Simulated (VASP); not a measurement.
Sc, 1 atom in the cell. Symmetry: Fm-3m, No. 225, cubic system. The conventional cell has a = 4.643 Å, b = 4.643 Å, c = 4.643 Å, α = 90.00°, β = 90.00°, γ = 90.00°. Around Sc (site symmetry m-3m) lie 12 Sc at 3.28 Å. The cell was built by a generator and needn't be a form met in nature.

- Program: VASP 6.6.1
- Task: single point
- Functional: PBE
- Potentials or basis: VASP PAW PBE potentials, release 64 (Sc_sv)
- Cutoff: 520 eV
- k mesh: 8 × 8 × 8
- Occupations: gaussian, width 0.05 eV
- Spin: no spin polarisation
- Dipole correction: no
- Further INCAR settings: ALGO = Fast; EDIFF = 1e-07; NBANDS = 12

Potentials or basis: VASP PAW PBE potentials, release 64 (Sc_sv).

Launch:

```sh
$ cat potpaw_PBE.64/Sc_sv/POTCAR > POTCAR
$ mpirun -np 1 vasp_std > vasp.out
```

Hardware: 1 thread of Intel(R) Xeon(R) Platinum 8259CL CPU @ 2.50GHz (Skylake/Cascade Lake), on a shared host.

**Question.** Estimate the wall time of this run.

**Answer.** Wall time 9 s on 1 thread of Intel(R) Xeon(R) Platinum 8259CL CPU @ 2.50GHz (Skylake/Cascade Lake), on a shared host, peak memory 0.14 GiB. Counts: scf iterations 20, k points 29.
